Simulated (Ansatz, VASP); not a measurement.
# F: VASP beside Ansatz

File INCAR:

```
SYSTEM = F
PREC = Accurate
ENCUT = 520
EDIFF = 1E-6
ISMEAR = -1
SIGMA = 0.05
LREAL = .FALSE.
LASPH = .TRUE.
NELM = 60
ALGO = Normal
ISIF = 2
LWAVE = .FALSE.
LCHARG = .FALSE.
GGA = PE
NBANDS = 10
```

KPOINTS

```
regular mesh
0
G
  17 17 17
  0 0 0
```

File POSCAR:

```
F
1.0
    1.9453345468      0.0000000000      0.0000000000
    0.0000000000      1.9453345468      0.0000000000
    0.0000000000      0.0000000000      1.9453345468
F
1
Direct
    0.0000000000      0.0000000000      0.0000000000
```

Input for Ansatz:

```yaml
crystal:
  lattice:
    - [1.9453345468, 0.0, 0.0]
    - [0.0, 1.9453345468, 0.0]
    - [0.0, 0.0, 1.9453345468]
  atoms:
    - { symbol: F, position: [0.0, 0.0, 0.0] }
kpoints:
  mp_grid: { grid: [17, 17, 17] }
scf:
  occupations: { method: fermi_dirac, width: 0.05 }
hamiltonian:
  xc: pbe
  pseudopotentials: { kind: all_electron, lapw: { basis_error: 0.001 } }
output:
  forces: true
  stress: true
  eigenvalues: true
  populations: true
```

Change from the starting cell: volume scaled by 0.7, LAPW.

Alike in both runs: task single point; functional PBE; k mesh 17 × 17 × 17; occupations fermi-dirac, width 0.05 eV; no spin polarisation.

|  | VASP | Ansatz |
| --- | --- | --- |
| version | VASP 6.6.1 | Ansatz 0.2.0 |
| potentials or method | VASP PAW PBE potentials, release 64 (F) | all-electron LAPW, scalar-relativistic |
| plane-wave cutoff (eV) | 520 | see its input |

|  | VASP | Ansatz | Ansatz less VASP |
| --- | --- | --- | --- |
| pressure (GPa) | 55.6 | 56.3 | +0.69 |

Ansatz ran all-electron here, so the differences hold the error of VASP's frozen core and of both bases.

Caveats: so large a pressure means that the cell lies far from this level's equilibrium, or that cutoff or potentials fall short (VASP); an odd number of electrons without spin polarisation forces a metal; a magnetic or distorted state may lie lower.
